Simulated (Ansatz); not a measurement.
**CuCl under compression and expansion**

Space group F-43m (No. 216). a = 5.420 Å, b = 5.420 Å, c = 5.420 Å, α = 90.00°, β = 90.00°, γ = 90.00°
```
atom  site  symmetry       x       y       z
  Cu    4a      -43m  0.0000  0.0000  0.0000
  Cl    4c      -43m  0.2500  0.2500  0.2500
```

The runs use the primitive cell with vectors (0.000, 2.710, 2.710), (2.710, 0.000, 2.710), (2.710, 2.710, 0.000) Å, to which the k mesh refers.

The geometry is COD entry 9013925, unchecked; take it as a test cell.

All numbers are computed: DFT, LDA, all-electron LAPW, scalar-relativistic (Ansatz 0.2.0); DFT, LDA, PAW with Ansatz's default frozen-core files, scalar-relativistic (Ansatz 0.2.0).

For LAPW: a Γ-centred 13×13×13 k mesh, Fermi–Dirac smearing of 0.05 eV, basis error target 0.25 meV/atom, no spin polarisation. PAW takes a cutoff of 420 eV at this cell (files made with PBE, cores remade for this functional). The Ansatz runs share mesh, smearing and spin set-up. Plane-wave (PAW) pressures include the program's estimate of the Pulay term.

The cell above is scaled evenly, with fractional coordinates and shape held.

| V/V(cell) | V (Å³/atom) | P, LAPW (GPa) | P, PAW (GPa) | gap on the k mesh, LAPW (eV) |
| --- | --- | --- | --- | --- |
| 0.9400 | 18.710 | -3.71 | -3.73 | 0.51 |
| 0.9600 | 19.109 | -4.80 | -4.82 | 0.47 |
| 0.9800 | 19.507 | -5.75 | -5.76 | 0.43 |
| 0.9900 | 19.706 | -6.17 | -6.19 | 0.41 |
| 1.0000 | 19.905 | -6.57 | -6.58 | 0.39 |
| 1.0100 | 20.104 | ? | ? | ? |
| 1.0200 | 20.303 | -7.28 | -7.30 | 0.36 |
| 1.0400 | 20.701 | -7.90 | -7.91 | 0.32 |
| 1.0600 | 21.099 | -8.43 | -8.44 | 0.29 |

Problem. Fill in the row V/V(cell) = 1.0100.

Solution. P, LAPW (GPa) = -6.94, P, PAW (GPa) = -6.95, gap on the k mesh, LAPW (eV) = 0.37.
